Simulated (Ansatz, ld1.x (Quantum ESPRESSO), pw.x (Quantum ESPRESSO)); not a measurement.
**pw.x on fcc Cr: one setting changed**

Potential: ultrasoft, ld1.x (Quantum ESPRESSO) 7.5, PBE; core [Ne] 3s2, reference 3p6 3d5 4s1 4p0; waves: 4s (bound): rcut 1.95, rcutus 2.65 bohr; 4s channel at 3 Ry: rcut 1.95, rcutus 2.65 bohr; 3p (bound): rcut 1.35, rcutus 1.60 bohr; 4p (bound, empty): rcut 1.35, rcutus 1.60 bohr; 3d (bound): rcut 1.30, rcutus 1.40 bohr; 3d channel at 0.8 Ry: rcut 1.30, rcutus 1.40 bohr; local part: all-electron potential smoothed inside 2.15 bohr (lloc = -2); core correction: a·sin(br)/r model core inside 1.28 bohr; augmentation: PSQ, inside the norm-conserving radii.

The reference run (k-mesh 15³, cutoffs 110/880 Ry, Fermi–Dirac 0.01 Ry, mixing_beta 0.4, conv_thr 1e-9, no spin) gives 2.26 GPa at 11.947 Å³/atom, where all-electron LAPW gives -0.53 GPa. This run, with its own iteration cap, changes startingwfc to random.

```
&control
  calculation='scf', prefix='x', pseudo_dir='./', outdir='./tmp', tstress=.true., disk_io='none'
/
&system
  ibrav=0, nat=1, ntyp=1, ecutwfc=110, ecutrho=880, nbnd=14,
  occupations='smearing', smearing='fd', degauss=0.01
/
&electrons
  conv_thr=1e-09, mixing_beta=0.4, electron_maxstep=50, startingwfc='random'
/
ATOMIC_SPECIES
Cr 1.0 Cr.UPF
CELL_PARAMETERS angstrom
  0.00000000 1.81444144 1.81444144
  1.81444144 0.00000000 1.81444144
  1.81444144 1.81444144 0.00000000
ATOMIC_POSITIONS crystal
Cr 0.0000 0.0000 0.0000
K_POINTS automatic
15 15 15 0 0 0
```

```bash
pw.x < Cr.scf.in > Cr.scf.out
```

Task: How does the run end?

Result: It converges in 10 iterations; the free energy moves by +0.0 meV/atom and the pressure by -0.01 GPa. The result is that of the reference run.

```
Message from routine setup:
     using ibrav=0 with symmetry is DISCOURAGED, use correct ibrav instead
     lattice parameter (alat)  =       4.8491  a.u.
     unit-cell volume          =      80.6224 (a.u.)^3
     number of electrons       =        12.00
     number of Kohn-Sham states=           14
     kinetic-energy cutoff     =     110.0000  Ry
     charge density cutoff     =     880.0000  Ry
     scf convergence threshold =      1.0E-09
     Exchange-correlation= PBE
     number of k points=   120  Fermi-Dirac smearing, width (Ry)=  0.0100
     iteration #  1     ecut=   110.00 Ry     beta= 0.40
     total energy              =    -122.93309635 Ry
     estimated scf accuracy    <       0.49791547 Ry
     iteration #  2     ecut=   110.00 Ry     beta= 0.40
     total energy              =    -123.07214592 Ry
     estimated scf accuracy    <       0.04241960 Ry
     iteration #  3     ecut=   110.00 Ry     beta= 0.40
     total energy              =    -123.08404879 Ry
     estimated scf accuracy    <       0.00251015 Ry
     [... 4 iterations left out ...]
     iteration #  8     ecut=   110.00 Ry     beta= 0.40
     total energy              =    -123.08454964 Ry
     estimated scf accuracy    <       0.00000002 Ry
     iteration #  9     ecut=   110.00 Ry     beta= 0.40
     total energy              =    -123.08454964 Ry
     estimated scf accuracy    <          5.6E-09 Ry
     iteration # 10     ecut=   110.00 Ry     beta= 0.40
     the Fermi energy is    17.0480 ev
!    total energy              =    -123.08454964 Ry
     estimated scf accuracy    <          1.1E-10 Ry
     smearing contrib. (-TS)   =      -0.00782509 Ry
     The total energy is F=E-TS. E is the sum of the following terms:
     one-electron contribution =     -33.52890862 Ry
     hartree contribution      =      25.02577223 Ry
     xc contribution           =     -18.29782972 Ry
     ewald contribution        =     -96.27575844 Ry
     convergence has been achieved in  10 iterations
          total   stress  (Ry/bohr**3)                   (kbar)     P=       22.55
     Message from routine punch:
     Nothing written, as per user request (disk_io='none')
```

The run took about 59 s on one core of a shared host (Neoverse-V1, 32 threads, 247 GiB, load 14).
